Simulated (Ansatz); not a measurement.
## Ionic part of the dielectric constant of ZnS at 16 GPa, mode by mode

Computed with DFT PBE, scalar-relativistic, plane waves, PAW (Ansatz). Plane waves to 420 eV; Γ-centred k mesh 10×10×10; fixed occupations. No spin polarisation. Phonons by linear response, acoustic sum rule imposed.

The structure is cubic, space group F-43m (No. 216). Conventional cell: a = 5.159 Å, b = 5.159 Å, c = 5.159 Å, α = 90.00°, β = 90.00°, γ = 90.00°. Zn (site symmetry -43m) has 4 S at 2.23 Å as nearest neighbours. Around S (site symmetry -43m) lie 4 Zn at 2.23 Å.

The real crystal has changed phase below this pressure.

The primitive cell has V = 34.33 Å³ and ε∞,zz = 5.962. Each polar mode adds Δε = (4.92064×10⁷/V)·S/ν² along z, with S its oscillator strength in e²/amu, ν in cm⁻¹ and V in Å³.

Question: From these modes, find each Δε and ε0,zz.
```
ν (cm⁻¹) S_zz (e²/amu)
   341.0         0.1505
```

Answer:
| ν (cm⁻¹) | Δε |
| --- | --- |
| 341.0 | 1.86 |

The sum is 1.855, so ε0,zz = 7.82; the run's tensor has 7.82.

Question: Where do the longitudinal modes lie for a wave vector along z?

Answer: At 390 cm⁻¹. The Lyddane–Sachs–Teller product Π(ν_LO/ν_TO)² = 1.31 matches ε0/ε∞ = 1.31.

Cost: 1 run of about 2.1 core-minutes, on Arm Neoverse N1 (shared hosts).

The static dielectric response is mainly electronic: the lattice adds 1.855 to an ε∞ of 5.962. With two atoms in the primitive cell, zinc blende has a single threefold-degenerate optical mode, in which the Zn and S sublattices move against each other, so this one mode carries the whole ionic part, equally along every axis. Its contribution reflects the partly ionic Zn–S bond, whose dynamical charges give the mode its oscillator strength, while the bond's stiffness limits the displacement a field can produce.

The same charges create the macroscopic field that lifts the longitudinal mode from 341.0 to 390 cm⁻¹, a field weakened by electronic screening. Since PBE usually underestimates the gap of ZnS, ε∞ is probably too large and the splitting somewhat too small. The Lyddane–Sachs–Teller agreement shows internal consistency, not accuracy against experiment. A single volume also cannot show how far compression changes the ionic part through stiffer bonds and how far through altered dynamical charges.
